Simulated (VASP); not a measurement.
## CdF2: equilibrium volume by level of theory

It takes space group Fm-3m (No. 225, cubic). The conventional cell has a = 5.388 Å, b = 5.388 Å, c = 5.388 Å, α = 90.00°, β = 90.00°, γ = 90.00°. Cd (site symmetry m-3m) is surrounded by 8 F at 2.33 Å. F (site symmetry -43m) has 4 Cd at 2.33 Å as nearest neighbours.

```tsv
rung	level	program and potentials	cutoff (eV)	k mesh	equilibrium volume (Å³/atom)	notes
LDA	LDA	VASP, LDA PAW files Cd, F, 600 eV	600	10 × 10 × 10	12.48	-
GGA	PBE	VASP, PBE PAW files Cd, F, 600 eV	600	10 × 10 × 10	13.78	-
GGA + dispersion	PBE+D3(BJ)	VASP, PBE PAW files Cd, F, 600 eV	600	10 × 10 × 10	13.52	-
GGA	PBEsol	VASP, PBE PAW files Cd, F, 600 eV	600	10 × 10 × 10	13.08	potentials made for PBE
meta-GGA	r2SCAN	VASP, PBE PAW files Cd, F, 600 eV	600	10 × 10 × 10	13.12	potentials made for PBE
```

Task: relaxation of cell and atoms. All rows: no spin polarisation. Meshes are those of the run's cell of 3 atoms unless a note names another. Relaxations start from the cell shown or near it and stop with a little pressure left. Runs on faulty files, with rough fits or with known faults for this quantity aren't shown. No row holds spin-orbit coupling.

By rung: LDA 12.48; GGA 13.08 to 13.78; GGA + dispersion 13.52; meta-GGA 13.12 (Å³/atom).
